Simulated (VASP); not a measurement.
Si, 1 atom in the cell. Symmetry: Fm-3m, No. 225, cubic system. The conventional cell has a = 3.716 Å, b = 3.716 Å, c = 3.716 Å, α = 90.00°, β = 90.00°, γ = 90.00°. Si (site symmetry m-3m) has 12 Si at 2.63 Å as nearest neighbours. This isn't the form of Si at room conditions, which is diamond. The cell isn't the ideal one: a relaxed cell with its volume scaled by 0.94.

- Program: VASP 6.6.1
- Task: relaxation of the atoms
- Functional: PBE
- Dispersion: D3(BJ)
- Potentials or basis: VASP PAW PBE potentials, release 64 (Si)
- Cutoff: 600 eV
- k mesh: 16 × 16 × 16
- Occupations: methfessel-paxton, width 0.1 eV
- Spin: no spin polarisation
- Further INCAR settings: ALGO = Fast; EDIFF = 1e-07; IBRION = 2; EDIFFG = -0.01; NSW = 40

Potentials or basis: VASP PAW PBE potentials, release 64 (Si).

Launch:

```console
$ cat potpaw_PBE.64/Si/POTCAR > POTCAR
$ mpirun -np 1 vasp_std > vasp.out
```

Hardware: 1 thread of Intel(R) Xeon(R) 6975P-C (Granite Rapids) (shared host).

Q: How long does it take, and how much memory?

A: It took 5.5 s on 1 thread of Intel(R) Xeon(R) 6975P-C (Granite Rapids), with other jobs on the host, peak memory 0.15 GiB. Counts: scf iterations 13, k points 145, ion steps 1.
